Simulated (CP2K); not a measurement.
Runs of CP2K 2026.2 on P. The structure is trigonal, space group R-3m (No. 166). The conventional cell has a = 3.451 Å, b = 3.451 Å, c = 9.389 Å, α = 90.00°, β = 90.00°, γ = 120.00°. P (site symmetry 3m) is surrounded by 3 P at 2.29 Å. This isn't the form of P at room conditions, which is orthorhombic.

| task | level | potentials or basis | cell | smearing | EPS_DEFAULT | NGRIDS | basis sets | potentials | CUTOFF of the grids | gap on the mesh (eV) | pressure (GPa) | largest force (eV/Å) |
| --- | --- | --- | --- | --- | --- | --- | --- | --- | --- | --- | --- | --- |
| single point | PBEsol | POTENTIAL_UZH P GTH-PBE-q5; TZVP-MOLOPT-PBE-GTH basis | as given | fermi-dirac 0.05 eV | 1.0E-10 | 5 | P TZVP-MOLOPT-PBE-GTH-q5 | P GTH-PBE-q5 of POTENTIAL_UZH | 450 Ry | none | 0.1 | 0.43 |
| band structure | TASK | POTENTIAL_UZH P GTH-SCAN-q5; TZVP-MOLOPT-SCAN-GTH basis | as given | fermi-dirac 0.1 eV | 1.0E-9 | 5 | P TZVP-MOLOPT-SCAN-GTH-q5 | P GTH-SCAN-q5 of POTENTIAL_UZH | 675 Ry | none | 5.8 | 0.04 |
| band structure | SCAN | POTENTIAL_UZH P GTH-SCAN-q5; TZVP-MOLOPT-SCAN-GTH basis | as given | fermi-dirac 0.1 eV | 1.0E-9 | 4 | P TZVP-MOLOPT-SCAN-GTH-q5 | P GTH-SCAN-q5 of POTENTIAL_UZH | 675 Ry | none | 1.6 | (a) |
| band structure | r2SCAN | POTENTIAL_UZH P GTH-SCAN-q5; TZVP-MOLOPT-SCAN-GTH basis | as given | fermi-dirac 0.1 eV | 1.0E-10 | 5 | P TZVP-MOLOPT-SCAN-GTH-q5 | P GTH-SCAN-q5 of POTENTIAL_UZH | 675 Ry | none | (c) | (b) |
| single point | PBEsol | POTENTIAL_UZH P GTH-PBE-q5; TZVP-MOLOPT-PBE-GTH basis | atoms moved at random, drawn with an rms of 0.05 Å | fermi-dirac 0.05 eV | 1.0E-10 | 5 | P TZVP-MOLOPT-PBE-GTH-q5 | P GTH-PBE-q5 of POTENTIAL_UZH | 450 Ry | none | -1.8 | 0.07 |

Alike in all rows: no spin polarisation; k mesh 9 × 9 × 9.

Q: Estimate the missing entries.

A: (a) 0.14; (b) 0.13; (c) 1.5.

Caveats: the basis of atomic orbitals isn't converged, which shifts pressures, moduli and gaps; the potentials were made for another functional, which shifts forces and pressure (some runs).

A gap of «none» marks a metal or a gap under the smearing width.
